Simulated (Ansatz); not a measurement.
# MgS: the cost of one run

Program: Ansatz 0.2.0. Level of theory: reference: DFT, HSE06, plane waves, PAW. These are calculated values, not measurements.

2 further runs of the same task are left out: 2 that didn't finish.

### Step 1. The starting structure

It takes space group F-43m (No. 216, cubic). The conventional cell has a = 5.662 Å, b = 5.662 Å, c = 5.662 Å, α = 90.00°, β = 90.00°, γ = 90.00°. Around Mg (site symmetry -43m) lie 4 S at 2.45 Å. S (site symmetry -43m) has 4 Mg at 2.45 Å as nearest neighbours.

Structure file:

```
Mg S
1.0
     0.00000    2.83088    2.83088
     2.83088    0.00000    2.83088
     2.83088    2.83088    0.00000
Mg S
1 1
Direct
  0.00000 0.00000 0.00000
  0.25000 0.25000 0.25000
```

### Step 2. Baseline

File input.yaml:

```yaml
crystal:
  lattice:
    - [0.0, 2.8308768389, 2.8308768389]
    - [2.8308768389, 0.0, 2.8308768389]
    - [2.8308768389, 2.8308768389, 0.0]
  atoms:
    - { symbol: Mg, position: [0.0, 0.0, 0.0] }
    - { symbol: S, position: [0.25, 0.25, 0.25] }
kpoints:
  mp_grid: { grid: [4, 4, 4] }
hamiltonian:
  xc: hse06
scf:
  occupations: { method: fixed }
  n_extra_bands: 4
output:
  forces: true
  stress: true
  eigenvalues: true
  write_density: true
  write_potential: true
  elf: true
  volumetric_format: npy
```

The run is started by

```bash
$ ansatz run input.yaml --threads 4 --pin off --max-ram 3686MiB --backend cpu --events-out ev --progress --plain --runs-dir out
```

Q: Estimate wall time and peak memory on 4 threads of Arm Neoverse N1, shared host.

About 5.5 s, with a peak of 0.53 GiB.
